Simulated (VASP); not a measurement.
WC: single point with PBE

The system is WC.

```
CELL_PARAMETERS angstrom
2.90650 0.00000 0.00000
-1.45325 2.51710 0.00000
0.00000 0.00000 2.83660
ATOMIC_POSITIONS crystal
W 0.00000 0.00000 0.00000
C 0.66667 0.33333 0.50000
```

```yaml
Program: VASP 6.6.1
Task: single point
Functional: PBE
Potentials_or_basis: VASP PAW PBE potentials, release 64 (W_sv, C)
Cutoff: 520 eV
k_mesh: 12 × 12 × 10
Occupations: gaussian, width 0.1 eV
Spin: no spin polarisation
Further_INCAR_settings: ALGO = Fast; EDIFF = 1e-07
```

```
Pressure               : 6.8 GPa
Band gap on the k mesh : none (metal or under the smearing width)
```

Stress tensor (GPa, compression positive):
```
6.76 0.00 0.00
0.00 6.76 0.00
0.00 0.00 6.93
```

Levels at points of the mesh, in eV from the Fermi level:
```tsv
k point	band 5	band 6	band 7	band 8	band 9	band 10	band 11	band 12	band 13
(0.00, 0.00, 0.00)	-14.52	-4.38	-3.40	-3.40	0.02	3.16	3.16	5.55	5.55
(0.50, 0.00, 0.00)	-11.17	-7.10	-3.69	-3.64	-0.54	2.27	4.46	4.82	6.79
(0.00, 0.00, 0.50)	-10.49	-8.72	-2.09	-2.09	-0.65	-0.65	3.60	4.45	4.45
(0.50, 0.00, 0.50)	-11.37	-6.52	-4.39	-4.26	0.22	4.36	5.23	6.57	9.11
```

It took 28 s on 1 thread of Intel(R) Xeon(R) Platinum 8488C (Sapphire Rapids), on a shared host, peak memory 0.16 GiB.

The run has no spin-orbit coupling, so splittings on W are missing.
